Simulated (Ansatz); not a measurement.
Set up this calculation in Ansatz 0.2.0, as the native input.

```yaml
Task: single point
Functional: PBE
Potentials_or_basis: Ansatz PAW
Cutoff: "420 eV (not typed: the program's choice for these potentials)"
k_mesh: 8 × 8 × 8
Occupations: gaussian, width 0.019 eV
Spin: no spin polarisation
```

The system is InP.

```
CELL_PARAMETERS angstrom
0.00000 2.76883 2.76883
2.76883 0.00000 2.76883
2.76883 2.76883 0.00000
ATOMIC_POSITIONS crystal
In 0.00000 0.00000 0.00000
P 0.50000 0.50000 0.50000
```

Measurements of this composition are mostly on another form, of space group No. 216.

One way to write it, as run:

input.yaml

```yaml
crystal:
  lattice:
    - [0.0, 2.768834, 2.768834]
    - [2.768834, 0.0, 2.768834]
    - [2.768834, 2.768834, 0.0]
  atoms:
    - { symbol: In, position: [0.0, 0.0, 0.0] }
    - { symbol: P, position: [0.5, 0.5, 0.5] }
hamiltonian:
  xc: pbe
  pseudopotentials: { kind: paw }
kpoints:
  mp_grid: { grid: [8, 8, 8] }
scf:
  occupations: { method: gaussian, width: 0.019 }
output:
  forces: true
  stress: true
  eigenvalues: true
```

Potentials or basis: Ansatz PAW.

Launch:

```sh
$ ansatz run input.yaml --threads 2 --pin off --max-ram 5632MiB --backend cpu --events-out ev --progress --plain --runs-dir out
```

It gave:

The pressure is -0.1 GPa and the band gap on the k mesh is none (metal or under the smearing width).

Run time: 0.67 s on 2 threads of Arm Neoverse V2, with other jobs on the host, peak memory 0.29 GiB.
